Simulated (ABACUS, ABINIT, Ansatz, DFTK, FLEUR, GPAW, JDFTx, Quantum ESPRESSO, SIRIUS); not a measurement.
## Au: 9 runs at one level of theory

```xyz
1
Lattice="0.0595 2.0328 2.0239 2.0628 0.0301 2.0533 2.0741 2.0734 0.0189" Properties=species:S:1:pos:R:3 pbc="T T T"
Au    0.0297    0.0344   -0.0121
```

The given cell was strained at random by a few per cent at fixed volume.

Alike in all runs: task single point; functional PBEsol; k mesh 11 × 11 × 11; occupations fermi-dirac, width 0.05 eV; no spin polarisation; no spin-orbit coupling. Pressure is positive in compression and, in plane waves, holds the error of the finite cutoff.

```csv
program and potentials,plane-wave cutoff (eV),notes,pressure (GPa),energy over the undisturbed cell (meV/atom)
"ABACUS, PseudoDojo NC SR 0.4.1 PBEsol standard, plane waves",1034,19 valence electrons an atom on average,1.51,5.89
"DFTK, PseudoDojo SR PBEsol 0.4.1 standard (PBEsol)",1034,19 valence electrons an atom on average,1.44,-
"JDFTx, PseudoDojo-SR-PBEsol-0.4.1-standard with smoothed tails",1034,19 valence electrons an atom on average,1.45,5.89
"GPAW, PAW data sets generated for this functional",600,11 valence electrons an atom on average; this data set often lies off other programs,4.89,6.51
"Quantum ESPRESSO, GBRV 1.5 PBEsol",612,11 valence electrons an atom on average,1.39,6.02
"ABINIT, PseudoDojo NC SR PBEsol v0.4.1 standard",1034,19 valence electrons an atom on average,1.44,5.89
"Ansatz, all-electron LAPW, scalar-relativistic",-,-,1.86,-
"FLEUR, all-electron, FLAPW",-,-,-,5.95
"SIRIUS, PseudoDojo 0.4.1 PBEsol standard (scalar relativistic)",1054,19 valence electrons an atom on average,1.46,5.89
```

The pressure spans 1.39 (Quantum ESPRESSO, GBRV 1.5 PBEsol) to 4.89 GPa (GPAW, PAW data sets generated for this functional), with all-electron results at 1.86. The pressure on the cell as given of GPAW, PAW data sets generated for this functional lies far from the others; the cause wasn't traced.

Differences between rows come from potentials, basis sets and numerical settings, since the functional is the same but for its coding. Runs on potential files found faulty are left out.
